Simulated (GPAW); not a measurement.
# Fe (P6_3/mmc) in GPAW: notebook

One crystal, Fe, is run at these levels: r2SCAN, PBE; tasks: single point.

All numbers are computed with GPAW 26.7.0; they aren't measurements. Logs are shortened: lines on timing, memory, paths and dates and some standing lists are left out, and cuts for length are marked. The log counts tension as positive stress, the text compression.

### 1 Starting point

The structure is hexagonal, space group P6_3/mmc (No. 194). The conventional cell has a = 2.434 Å, b = 2.434 Å, c = 3.842 Å, α = 90.00°, β = 90.00°, γ = 120.00°. Fe (site symmetry -6m2) has 12 Fe at 2.38 to 2.43 Å as nearest neighbours.

This isn't the form of Fe at room conditions, which is bcc.

### 2 Single point, r2SCAN, collinear spin, antiferromagnetic start (volume scaled by 0.92)

run.py

```python
from ase.dft.bandgap import bandgap
from ase.io import read, write
from ase.units import GPa
from gpaw import GPAW, PW

atoms = read('Fe.cif')
atoms.set_initial_magnetic_moments([4.0, -4.0])

calc = GPAW(mode=PW(450),
            xc='MGGA_X_R2SCAN+MGGA_C_R2SCAN',
            kpts={'size': (10, 10, 6), 'gamma': True},
            occupations={'name': 'fermi-dirac', 'width': 0.05},
            nbands=19,
            maxiter=120,
            txt='gpaw.txt')
atoms.calc = calc
energy = atoms.get_potential_energy()
forces = atoms.get_forces()
stress = atoms.get_stress()
calc.write('gs.gpw')
write('result.traj', atoms)
print(f'Energy: {energy:.6f} eV')
print('Forces (eV/A):')
print(forces.round(4))
print('Stress (GPa):', (stress / GPa).round(3))
print('Moments:', calc.get_magnetic_moments().round(3))
print('Fermi level:', round(calc.get_fermi_level(), 4), 'eV')
print(f'Gap: {bandgap(calc)[0]:.4f} eV, direct: {bandgap(calc, direct=True)[0]:.4f} eV')
```

Fe.cif

```cif
data_Fe
_cell_length_a 2.36743447
_cell_length_b 2.36743447
_cell_length_c 3.73662254
_cell_angle_alpha 90.00000000
_cell_angle_beta 90.00000000
_cell_angle_gamma 120.00000000
_space_group_name_H-M_alt 'P6_3/mmc'
_space_group_name_Hall '-P 6c 2c'
_space_group_IT_number 194
loop_
_space_group_symop_operation_xyz
'x,y,z'
'-x,-y,-z'
'x-y,x,z+1/2'
'-x+y,-x,-z+1/2'
'-y,x-y,z'
'y,-x+y,-z'
'-x,-y,z+1/2'
'x,y,-z+1/2'
'-x+y,-x,z'
'x-y,x,-z'
'y,-x+y,z+1/2'
'-y,x-y,-z+1/2'
'-y,-x,-z+1/2'
'y,x,z+1/2'
'-x,-x+y,-z'
'x,x-y,z'
'-x+y,y,-z+1/2'
'x-y,-y,z+1/2'
'y,x,-z'
'-y,-x,z'
'x,x-y,-z+1/2'
'-x,-x+y,z+1/2'
'x-y,-y,-z'
'-x+y,y,z'
loop_
_atom_site_label
_atom_site_type_symbol
_atom_site_symmetry_multiplicity
_atom_site_Wyckoff_symbol
_atom_site_fract_x
_atom_site_fract_y
_atom_site_fract_z
_atom_site_occupancy
Fe1 Fe 2 c 0.6666666667 0.3333333333 0.7500000000 1
```

Potentials or basis: GPAW PAW data sets (gpaw-data 1.2.1), pw.

Command:

```sh
$ OMP_NUM_THREADS=1 python run.py
```

gpaw.txt:

```text
__  _  _
 | _ |_)|_||  |
 |__||  | ||/\| - 26.7.0

Input parameters:
  mode=PW(ecut=450.00000000000006),
  kpts=MonkhorstPack(size=(10, 10, 6), gamma=True),
  maxiter=120,
  nbands=19,
  occupations=Occupations(name='fermi-dirac', width=0.05),
  xc=XC(name='MGGA_X_R2SCAN+MGGA_C_R2SCAN')

Diagonalizing LCAO Hamiltonian
Converting LCAO to pw mode

          Fe

        Fe

Atoms  # Å, Bohr magnetons
|   | symbol |         x |        y |        z |    initial magnetic moments |
|---|--------|-----------|----------|----------|-----------------------------|
| 0 |     Fe |  1.183717 | 0.683419 | 2.802467 | ( 0.0000,  0.0000,  4.0000) |
| 1 |     Fe | -0.000000 | 1.366839 | 0.934156 | ( 0.0000,  0.0000, -4.0000) |

Unit cell  # Å
| periodic |         x |        y |        z |  lengths |     angles |
|----------|-----------|----------|----------|----------|------------|
|      yes |  2.367434 | 0.000000 | 0.000000 | 2.367434 |  90.000000 |
|      yes | -1.183717 | 2.050258 | 0.000000 | 2.367434 |  90.000000 |
|      yes |  0.000000 | 0.000000 | 3.736623 | 3.736623 | 120.000000 |

Number of symmetries: 6
Symmetry operations  # r_c * U_cc + t_c -> r_c
|   | kind |            matrix            |
|---|------|------------------------------|
| 0 |  σ   |  1, 1, 0,  0,-1, 0,  0, 0, 1 |
| 1 |  E   |  1, 0, 0,  0, 1, 0,  0, 0, 1 |
| 2 |  C3  |  0, 1, 0, -1,-1, 0,  0, 0, 1 |
| 3 |  σ   |  0,-1, 0, -1, 0, 0,  0, 0, 1 |
| 4 |  σ   | -1, 0, 0,  1, 1, 0,  0, 0, 1 |
| 5 |  C3  | -1,-1, 0,  1, 0, 0,  0, 0, 1 |

BZ-sampling:
  Number of BZ points: 600
  Number of IBZ points: 72

  Monkhorst-Pack size: [10, 10, 6]
  Monkhorst-Pack shift: [0.05, 0.05, 0.08333333333333333]

K-points  # in reciprocal-cell coordinates
|     |                                coordinates |     weight |
|-----|--------------------------------------------|------------|
|   0 | (  0.00000000,   0.00000000,   0.00000000) | 0.00166667 |
|   1 | (  0.00000000,   0.00000000,   0.16666667) | 0.00333333 |
|   2 | (  0.00000000,   0.00000000,   0.33333333) | 0.00333333 |
|   3 | (  0.00000000,   0.00000000,   0.50000000) | 0.00166667 |
|   4 | (  0.10000000,   0.00000000,  -0.33333333) | 0.01000000 |
|   5 | (  0.10000000,   0.00000000,  -0.16666667) | 0.01000000 |
|   6 | (  0.10000000,   0.00000000,   0.00000000) | 0.01000000 |
|   7 | (  0.10000000,   0.00000000,   0.16666667) | 0.01000000 |
|   8 | (  0.10000000,   0.00000000,   0.33333333) | 0.01000000 |
|   9 | (  0.10000000,   0.00000000,   0.50000000) | 0.01000000 |
| ... |                                            |            |
|  71 | (  0.50000000,   0.50000000,   0.50000000) | 0.00500000 |

Plane wave coefficients: 408
Cutoff: 450.00000000000006 eV

Spin-components: 2 (collinear spins)
Bands:           19
Projectors:      12
Spin-degeneracy: 1
Datatype:        complex128

Parallelization:
  kpt:    1
  domain: 1
  band:   1

Density:
  Valence electrons: 16.0
  Components: 2
  Grid points: [12 12 20]
  Charge: 0.0  # |e|

Potential:
  Grid points: [12 12 20]

species:
  Fe:
    name:    Iron
    Z:       26.0
    valence: 8
    core:    18
    charge:  0.0  # [|e|]
    compensation charges:
      type: gauss
      rc: 0.33  # [Å]
      lmax: 2
    cutoffs:
      filter: 2.06  # [Å]
      core: 2.67  # [Å]
    projectors
    | kind |    occ | energy [eV] | rcut [Å] |
    |------|--------|-------------|----------|
    |   4s |  2.000 |      -5.291 |    1.164 |
    |   4p |  0.000 |      -1.326 |    1.058 |
    |   3d |  6.000 |      -7.505 |    1.058 |
    |    s |        |      21.920 |    1.164 |
    |    p |        |      25.885 |    1.058 |
    |    d |        |      19.706 |    1.058 |

    Using partial waves for Fe as LCAO basis

Reference energy: -69238.909200  # eV

eigensolver:
  PPCG
  Converge bands: occupied
  niter=2

density mixing:
  MSR1-Mixer
  Pratt-step length: 0.05
  Maximum mixing coefficient: 0.75
  Old densities: 10
  SVD Regularization: 0.005
  Good broyden scale: 1.0
  Trust region scale: 1.0
  Backstep threshold: 4.0
  History deletion threshold: 6.0
  Fourier metric: weight=20.0, sigma=0.015

occupation numbers:
  Fermi-Dirac:
    width: 0.0500  # eV

poisson solver:
  ecut: 3600.0000000000005  # eV

xc functional:
  name: MGGA_X_R2SCAN+MGGA_C_R2SCAN with 2 nearest neighbor stencil

convergence criteria:
- Maximum [total energy] change in last 3 cyles: 0.0005 eV / valence electron
- Maximum integral of absolute [dens]ity change: 0.0001 electrons / valence electron
- Maximum integral of absolute [eigenst]ate change: 4e-08 eV^2 / valence electron
maximum number of iterations: 120

SCF iterations
|iter     | |      energy | eigst |  dens |  magmom |
|---------|-|-------------|-------|-------|---------|
|iter:   1| |  -25.502824 | +0.29 |       |  +0.0000|
|iter:   2| |  -25.541378 | -0.84 | -0.67 |  +0.0000|
|iter:   3| |  -26.487349 | -1.14 | -0.71 |  +0.0000|
|iter:   4| |  -26.949889 | -1.58 | -0.89 |  -0.0000|
|iter:   5| |  -27.114133 | -2.61 | -1.24 |  +0.0003|
|iter:   6| |  -27.221645 | -2.65 | -1.43 |  -0.0034|
|iter:   7| |  -27.169922 | -3.29 | -1.32 |  -0.0004|
|iter:   8| |  -27.181529 | -3.17 | -1.58 |  -0.0005|
|iter:   9| |  -27.202532 | -2.51 | -1.67 |  +0.0077|
|iter:  10| |  -27.208745 | -3.34 | -2.04 |  +0.0044|
|iter:  11| |  -27.210877 | -3.61 | -2.40 |  +0.0043|
|iter:  12| |  -27.211521c| -4.21 | -2.60 |  +0.0032|
|iter:  13| |  -27.212260c| -4.33 | -2.82 |  +0.0023|
|iter:  14| |  -27.213036c| -4.42 | -2.82 |  +0.0017|
|iter:  15| |  -27.213794c| -3.79 | -2.81 |  -0.0002|
|iter:  16| |  -27.214069c| -4.53 | -2.80 |  +0.0008|
|iter:  17| |  -27.214083c| -4.59 | -3.22 |  +0.0002|
|iter:  18| |  -27.214143c| -5.82 | -3.13 |  -0.0002|
|iter:  19| |  -27.214135c| -5.97 | -3.78 |  -0.0003|
|iter:  20| |  -27.214165c| -6.16 | -3.91 |  -0.0001|
|iter:  21| |  -27.214152c| -6.07 | -4.15c|  -0.0002|
|iter:  22| |  -27.214161c| -6.82 | -4.29c|  -0.0001|
|iter:  23| |  -27.214161c| -7.79c| -4.87c|  -0.0001|

Converged in 23 steps
Energy contributions relative to reference atoms: (reference = -69238.909200)

Energy contributions:
  Kinetic:          30.204689
  Coulomb:         -24.922524
  Zero:              0.380940
  External:          0.000000
  Xc:              -32.868884
  Entropy:          -0.016764
  Spinorbit:         0.000000
  ----------------------------
  Free energy:     -27.222543
  Extrapolated:    -27.214161

dipole moment: (-0.000013, -0.000020, -0.000037)  # |e|*Ang

Total magnetic moment: (0.000000, 0.000000, -0.000095)

Local magnetic moments
|        x |        y |         z |
|----------|----------|-----------|
| 0.000000 | 0.000000 |  0.947849 |  # Fe   0
| 0.000000 | 0.000000 | -0.947961 |  # Fe   1

Fermi level: 13.592
Eigenvalues  # (at kpt = [0.000, 0.000, 0.000])
| band index |      eig [eV] | occ [0-1] |      eig [eV] | occ [0-1] |
|------------|---------------|-----------|---------------|-----------|
|          0 |         3.264 |     1.000 |         3.264 |     1.000 |
|          1 |         7.550 |     1.000 |         7.550 |     1.000 |
|          2 |        11.199 |     1.000 |        11.199 |     1.000 |
|          3 |        11.200 |     1.000 |        11.200 |     1.000 |
|          4 |        11.699 |     1.000 |        11.699 |     1.000 |
|          5 |        12.221 |     1.000 |        12.221 |     1.000 |
[... 9 lines left out ...]
|         15 |        38.669 |     0.000 |        38.669 |     0.000 |
|         16 |        38.687 |     0.000 |        38.685 |     0.000 |
|        ... |               |           |               |           |
|         18 |        39.188 |     0.000 |        39.187 |     0.000 |

No gap
No difference between direct/indirect transitions

Forces  # eV/Ang
|        x |       y |        z |
|----------|---------|----------|
| -0.00000 | 0.00000 |  0.00000 |  # Fe   0
|  0.00000 | 0.00000 | -0.00000 |  # Fe   1

Stress tensor  # eV/Ang^3
|         x |         y |         z |
|-----------|-----------|-----------|
| -0.230886 |  0.000000 |  0.000000 |
|  0.000000 | -0.230886 |  0.000000 |
|  0.000000 |  0.000000 | -0.294844 |

# Writing to gs.gpw (mode='')
```

stdout:

```text
Energy: -27.214161 eV
Forces (eV/A):
[[-0.  0.  0.]
 [ 0.  0. -0.]]
Stress (GPa): [-36.992 -36.992 -47.239   0.      0.      0.   ]
Moments: [ 0.948 -0.948]
Fermi level: 13.5916 eV
Gap: 0.0000 eV, direct: 0.0000 eV
```

Wall time 2.3 min (1 thread of AMD EPYC 7R43 (Zen 3), shared host); peak memory 0.22 GiB.

Results:

```
Free energy            : -27.2225 eV
Pressure               : 40.4 GPa
Band gap on the k mesh : none (metal or under the smearing width)
Net moment             : 0.00 μB per cell
Site moments           : Fe +0.95, -0.95 μB
```

Stress tensor (GPa, compression positive):
```
36.99  0.00  0.00
 0.00 36.99  0.00
 0.00  0.00 47.24
```

Levels at points of the mesh, in eV from the Fermi level:
Spin up:
```csv
k point,band 4,band 5,band 6,band 7,band 8,band 9,band 10,band 11,band 12,band 13
"(0.00, 0.00, 0.00)",-2.39,-1.89,-1.37,-1.37,-1.08,-1.08,0.30,1.16,1.16,10.45
"(0.00, 0.00, 0.50)",-2.58,-2.58,-2.22,-2.02,-2.02,0.03,0.03,1.03,1.03,19.07
"(0.50, 0.50, 0.00)",-2.65,-2.61,-1.84,-1.28,0.48,1.49,1.89,3.11,5.74,12.74
"(0.50, 0.50, 0.50)",-3.71,-1.59,-0.17,-0.13,0.20,0.60,1.90,2.72,2.84,10.78
```
Spin down:
| k point | band 5 | band 6 | band 7 | band 8 | band 9 | band 10 | band 11 | band 12 |
| --- | --- | --- | --- | --- | --- | --- | --- | --- |
| (0.00, 0.00, 0.00) | -1.89 | -1.37 | -1.37 | -1.08 | -1.08 | 0.30 | 1.16 | 1.16 |
| (0.00, 0.00, 0.50) | -2.58 | -2.22 | -2.02 | -2.02 | 0.03 | 0.03 | 1.03 | 1.03 |
| (0.50, 0.50, 0.00) | -2.61 | -1.84 | -1.28 | 0.48 | 1.49 | 1.89 | 3.11 | 5.74 |
| (0.50, 0.50, 0.50) | -1.59 | -0.17 | -0.13 | 0.20 | 0.60 | 1.90 | 2.72 | 2.84 |

Caveat: the cutoff is short for stress and forces, so pressures can be off by a GPa or more; the PAW data sets were made with another functional, which shifts forces and pressure a little; the moment fell far below its start of 4 μB, so a state of higher moment may lie lower in energy.

### 3 Single point, PBE, collinear spin, ferromagnetic start

run.py

```python
from ase import Atoms
from ase.dft.bandgap import bandgap
from ase.io import write
from ase.units import GPa
from gpaw import GPAW, PW

atoms = Atoms(['Fe', 'Fe'],
              cell=[[2.4341575853, 0.0, 0.0],
                    [-1.2170787927, 2.1080423057, 0.0],
                    [0.0, 0.0, 3.84193447]],
              scaled_positions=[[0.6666666667, 0.3333333333, 0.75],
                                [0.3333333333, 0.6666666667, 0.25]],
              pbc=True)
atoms.set_initial_magnetic_moments([4.5, 4.5])

calc = GPAW(mode=PW(600),
            xc='PBE',
            kpts={'size': (12, 12, 7), 'gamma': True},
            occupations={'name': 'fermi-dirac', 'width': 0.05},
            nbands=19,
            convergence={'density': 1e-05, 'energy': 1e-05},
            maxiter=150,
            txt='gpaw.txt')
atoms.calc = calc
energy = atoms.get_potential_energy()
forces = atoms.get_forces()
stress = atoms.get_stress()
calc.write('gs.gpw')
write('result.traj', atoms)
print(f'Energy: {energy:.6f} eV')
print('Forces (eV/A):')
print(forces.round(4))
print('Stress (GPa):', (stress / GPa).round(3))
print('Moments:', calc.get_magnetic_moments().round(3))
print('Fermi level:', round(calc.get_fermi_level(), 4), 'eV')
print(f'Gap: {bandgap(calc)[0]:.4f} eV, direct: {bandgap(calc, direct=True)[0]:.4f} eV')
```

Potentials or basis: GPAW PAW data sets (gpaw-data 1.2.1), pw.

Command:

```sh
$ OMP_NUM_THREADS=1 python run.py
```

Wall time 73 s (1 thread of Arm Neoverse V2, shared host); peak memory 0.19 GiB.

Results (log left out):

- Free energy: -17.8334 eV
- Pressure: 14.3 GPa
- Band gap on the k mesh: none (metal or under the smearing width)
- Net moment: 0.00 μB per cell

Stress tensor (GPa, compression positive):
```
13.51  0.00  0.00
 0.00 13.51  0.00
 0.00  0.00 15.95
```

Levels at points of the mesh, in eV from the Fermi level:
Spin up:
| k point | band 4 | band 5 | band 6 | band 7 | band 8 | band 9 | band 10 | band 11 | band 12 | band 13 |
| --- | --- | --- | --- | --- | --- | --- | --- | --- | --- | --- |
| (0.00, 0.00, 0.00) | -1.77 | -1.61 | -1.27 | -1.27 | -0.92 | -0.92 | 0.42 | 0.74 | 0.74 | 9.12 |
| (0.50, 0.50, 0.00) | -2.24 | -2.09 | -1.63 | -1.14 | 0.85 | 1.09 | 1.14 | 2.76 | 4.98 | 11.52 |
Spin down:
```tsv
k point	band 4	band 5	band 6	band 7	band 8	band 9	band 10	band 11	band 12	band 13
(0.00, 0.00, 0.00)	-1.77	-1.61	-1.27	-1.27	-0.92	-0.92	0.42	0.74	0.74	9.12
(0.50, 0.50, 0.00)	-2.24	-2.09	-1.63	-1.14	0.85	1.09	1.14	2.76	4.98	11.52
```

Caveat: the starting moments collapsed, and a magnetic state may lie lower.
